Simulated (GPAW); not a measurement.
Input of a GPAW 26.7.0 run:

The input run.py:

```python
from ase import Atoms
from ase.dft.bandgap import bandgap
from ase.io import write
from ase.units import GPa
from gpaw import GPAW, PW, setup_paths

setup_paths.insert(0, '.')

atoms = Atoms(['Nb'],
              cell=[[-1.66395, 1.66395, 1.66395],
                    [1.66395, -1.66395, 1.66395],
                    [1.66395, 1.66395, -1.66395]],
              scaled_positions=[[0.0, 0.0, 0.0]],
              pbc=True)

calc = GPAW(mode=PW(600),
            xc='PBEsol',
            kpts={'size': (11, 11, 11), 'gamma': True},
            occupations={'name': 'fermi-dirac', 'width': 0.05},
            nbands=15,
            convergence={'density': 1e-05, 'energy': 1e-05},
            maxiter=150,
            txt='gpaw.txt')
atoms.calc = calc
energy = atoms.get_potential_energy()
forces = atoms.get_forces()
stress = atoms.get_stress()
calc.write('gs.gpw')
write('result.traj', atoms)
print(f'Energy: {energy:.6f} eV')
print('Forces (eV/A):')
print(forces.round(4))
print('Stress (GPa):', (stress / GPa).round(3))
print('Fermi level:', round(calc.get_fermi_level(), 4), 'eV')
print(f'Gap: {bandgap(calc)[0]:.4f} eV, direct: {bandgap(calc, direct=True)[0]:.4f} eV')

path = atoms.cell.bandpath('GHNGPH,PN', npoints=60, eps=1e-4)
bs_calc = calc.fixed_density(kpts=path, symmetry='off', nbands=23,
                             convergence={'bands': 'CBM+6.0', 'eigenstates': 1e-6}, txt='bands.txt')
bs = bs_calc.band_structure()
bs.write('bs.json')
print(f'Gap on the path: {bandgap(bs_calc)[0]:.4f} eV')
```

Potentials or basis: PAW data sets generated in the run's folder for this functional, pw.

The run is started by

```bash
$ gpaw-setup -f PBEsol Nb
$ OMP_NUM_THREADS=1 python run.py
```

**Question.** What does it give for the band gap along the path?

**Answer.** None (metal or under the smearing width).

**Question.** Estimate the pressure.

**Answer.** -8.5 GPa.

Levels at the corners of the path, in eV from the Fermi level:
```csv
point,band 2,band 3,band 4,band 5,band 6,band 7,band 8,band 9,band 10
Γ,-29.69,-29.69,-29.69,-5.85,0.41,0.41,0.41,3.22,3.22
H,-30.55,-30.55,-30.55,-3.55,-3.55,5.51,5.51,5.51,8.90
N,-30.95,-30.09,-29.70,-3.58,-1.55,2.20,3.25,3.91,6.25
Γ,-29.69,-29.69,-29.69,-5.85,0.41,0.41,0.41,3.22,3.22
P,-30.33,-30.33,-30.33,-1.04,-1.04,-1.04,4.04,4.04,9.19
H,-30.55,-30.55,-30.55,-3.55,-3.55,5.51,5.51,5.51,8.90
P,-30.33,-30.33,-30.33,-1.04,-1.04,-1.04,4.04,4.04,9.19
N,-30.95,-30.09,-29.70,-3.58,-1.55,2.20,3.25,3.91,6.25
```
